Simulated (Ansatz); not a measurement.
A (221) slab of TiC (Fm-3m (No. 225)), 16 planes, outer planes TiC (top) and TiC (bottom), with 32 atoms (Ti16C16) in a surface cell of A = 27.650 Å², as cut from the bulk:

```yaml
crystal:
  lattice:
    - [3.03587, 0.00000, 0.00000]
    - [0.00000, 9.10762, 0.00000]
    - [0.00000, 0.00000, 25.73343]
  atoms:
    - { symbol: Ti, position: [0.50000, 0.27778, 0.29145] }
    - { symbol: C, position: [0.00000, 0.77778, 0.29145] }
    - { symbol: Ti, position: [0.00000, 0.55556, 0.31926] }
    - { symbol: C, position: [0.50000, 0.05556, 0.31926] }
    - { symbol: Ti, position: [0.50000, 0.83333, 0.34706] }
    - { symbol: C, position: [0.00000, 0.33333, 0.34706] }
    - { symbol: Ti, position: [0.00000, 0.11111, 0.37487] }
    - { symbol: C, position: [0.50000, 0.61111, 0.37487] }
    - { symbol: Ti, position: [0.50000, 0.38889, 0.40268] }
    - { symbol: C, position: [0.00000, 0.88889, 0.40268] }
    - { symbol: Ti, position: [0.00000, 0.66667, 0.43048] }
    - { symbol: C, position: [0.50000, 0.16667, 0.43048] }
    - { symbol: Ti, position: [0.50000, 0.94444, 0.45829] }
    - { symbol: C, position: [0.00000, 0.44444, 0.45829] }
    - { symbol: Ti, position: [0.00000, 0.22222, 0.48610] }
    - { symbol: C, position: [0.50000, 0.72222, 0.48610] }
    - { symbol: Ti, position: [0.50000, 0.50000, 0.51390] }
    - { symbol: C, position: [0.00000, 0.00000, 0.51390] }
    - { symbol: Ti, position: [0.00000, 0.77778, 0.54171] }
    - { symbol: C, position: [0.50000, 0.27778, 0.54171] }
    - { symbol: Ti, position: [0.50000, 0.05556, 0.56952] }
    - { symbol: C, position: [0.00000, 0.55556, 0.56952] }
    - { symbol: Ti, position: [0.00000, 0.33333, 0.59732] }
    - { symbol: C, position: [0.50000, 0.83333, 0.59732] }
    - { symbol: Ti, position: [0.50000, 0.61111, 0.62513] }
    - { symbol: C, position: [0.00000, 0.11111, 0.62513] }
    - { symbol: Ti, position: [0.00000, 0.88889, 0.65294] }
    - { symbol: C, position: [0.50000, 0.38889, 0.65294] }
    - { symbol: Ti, position: [0.50000, 0.16667, 0.68074] }
    - { symbol: C, position: [0.00000, 0.66667, 0.68074] }
    - { symbol: Ti, position: [0.00000, 0.44444, 0.70855] }
    - { symbol: C, position: [0.50000, 0.94444, 0.70855] }
```

Theory: DFT PBEsol, scalar-relativistic, plane waves, PAW (Ansatz 0.2.0). Plane waves to 420 eV, a k mesh through Γ of 11×4×1 on the computed 32-atom cell and Gaussian smearing (0.10 eV); no spin polarisation. The cell repeats along c with a dipole correction in the vacuum.

Against the same 32 atoms in the bulk, the slab as cut lies 19.045 eV higher and the relaxed slab 16.509 eV higher.

Q: Work out the surface energy before and after relaxation.

A: The slab has two faces, so γ = (E_slab − N·E_bulk)/(2A), the mean of both. As cut: 19.045/(2 × 27.650) = 0.3444 eV/Å², and 1 eV/Å² = 16.02 J/m², so γ = 5.52 J/m². Relaxed: 16.509/(2 × 27.650) = 0.2985 eV/Å² = 4.78 J/m². Relaxation recovers 13 % of the cost of cutting.

Q: What is the ideal work of this cut, per area?

A: Griffith's ideal work is 2γ: 11.03 J/m² if the new faces stay rigid, 9.57 J/m² if they relax. One thickness was run, 16 planes, so γ can still shift with it.